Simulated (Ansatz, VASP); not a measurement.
Two plane-wave programs on V

The input POSCAR:

```
V
1.0
   -1.5440506776      1.5440506776      1.5440506776
    1.5440506776     -1.5440506776      1.5440506776
    1.5440506776      1.5440506776     -1.5440506776
V
1
Direct
    0.0000000000      0.0000000000      0.0000000000
```

INCAR.step1

```
SYSTEM = V
PREC = Accurate
ENCUT = 520
ISMEAR = -1
SIGMA = 0.05
LREAL = .False.
LASPH = .True.
NELM = 150
ISPIN = 2
MAGMOM = 2
LMAXMIX = 4
NBANDS = 16
GGA = PE
ALGO = Normal
EDIFF = 1E-4
LWAVE = .True.
LCHARG = .False.
```

INCAR.step2

```
SYSTEM = V
PREC = Accurate
ENCUT = 520
EDIFF = 1E-6
ISMEAR = -1
SIGMA = 0.05
LREAL = .False.
LASPH = .True.
NELM = 150
ALGO = Normal
ISIF = 2
LWAVE = .False.
LCHARG = .False.
ISPIN = 2
MAGMOM = 2
LORBIT = 11
LMAXMIX = 4
METAGGA = R2SCAN
LMIXTAU = .True.
NBANDS = 16
ISTART = 1
```

KPOINTS

```
regular mesh
0
Gamma
  12 12 12
  0 0 0
```

File input.yaml:

```yaml
crystal:
  lattice:
    - [-1.5440506776, 1.5440506776, 1.5440506776]
    - [1.5440506776, -1.5440506776, 1.5440506776]
    - [1.5440506776, 1.5440506776, -1.5440506776]
  atoms:
    - { symbol: V, position: [0.0, 0.0, 0.0], spin: 2.0 }
hamiltonian:
  xc: r2scan
  pseudopotentials: { kind: paw }
magnetization:
  spin_polarized: true
kpoints:
  mp_grid: { grid: [12, 12, 12] }
scf:
  occupations: { method: fermi_dirac, width: 0.05 }
output:
  forces: true
  stress: true
  eigenvalues: true
```

Alike in both runs: task single point; functional r2SCAN; k mesh 12 × 12 × 12; occupations fermi-dirac, width 0.05 eV; collinear spin.

```csv
,VASP,Ansatz
version,VASP 6.6.1,Ansatz 0.2.0
potentials or method,"VASP PAW PBE potentials, release 64 (V_sv)",Ansatz PAW
plane-wave cutoff (eV),520,500
valence electrons in the cell,13,13
```

|  | VASP | Ansatz | Ansatz less VASP |
| --- | --- | --- | --- |
| gap on the k mesh at the Fermi level (eV) | none | none | - |
| pressure (GPa) | -15.9 | -14.9 | +0.95 |
| net moment per atom (μB) | 0.00 | 0.60 | +0.599 |
| size of the moment on the site where the two differ most (μB) | 0.00 | 0.50 | +0.499 |

The net moments differ so much that the two runs ended in different magnetic states, which moves the other rows too. Site moments also hang on the region over which each program counts them. A gap of «none» marks a metal or a gap that the smearing closes.

Caveats: so large a pressure means that the cell lies far from this level's equilibrium, or that cutoff or potentials fall short (VASP); the potentials were made for another functional, which shifts forces and pressure (VASP); the magnetic or orbital state may not be the lowest (Ansatz); the PAW data sets come from PBE, with cores solved anew for the run's functional, which leaves a small shift of forces and pressure (Ansatz).
